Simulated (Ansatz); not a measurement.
**Migration of Li in LiH**

The calculation used DFT PBE, scalar-relativistic, plane waves, PAW (Ansatz 0.2.0). Settings: 420 eV cutoff, 2×2×2 k-mesh, shifted by half a step, Gaussian smearing of 0.02 eV, no spin polarisation.

Host crystal, relaxed:

```
Li H
1.0
     0.00000    2.00355    2.00355
     2.00355    0.00000    2.00355
     2.00355    2.00355    0.00000
Li H
1 1
Direct
  0.00000 0.00000 0.00000
  0.50000 0.50000 0.50000
```

In a supercell of 32 host sites, interstitial Li hops to an equivalent place, moving 2.00 Å between the relaxed ends. Climbing-image nudged elastic band at fixed cell with images 0 (start) to 6 (end), the path measured over all atoms, converged to 0.05 eV/Å; the order of the saddle wasn't checked, and the small cell leaves errors of about a tenth of an eV. At the top the atom squeezes straight between two others, where symmetry can hold a band on a ridge, so a bent path, such as one by way of a neighbouring hole, may have a much lower barrier.

Supercell rows in host cell vectors: -3 1 1; 1 1 -3; 1 -3 1. Li was set at (0.250, 0.250, 0.250) of the host cell.

At the relaxed start Li has 4 H at 1.72 Å, 4 Li at 2.17 Å.

What barrier does the band give, and what surrounds the atom at the top?

0.20 eV at image 3, where Li has 2 H at 1.68 Å, 2 Li at 2.08 Å, 4 H at 2.17 Å.

Cost: 1 run of about 1.8 core-minutes, on Intel Xeon Platinum 8488C (Sapphire Rapids) (shared hosts).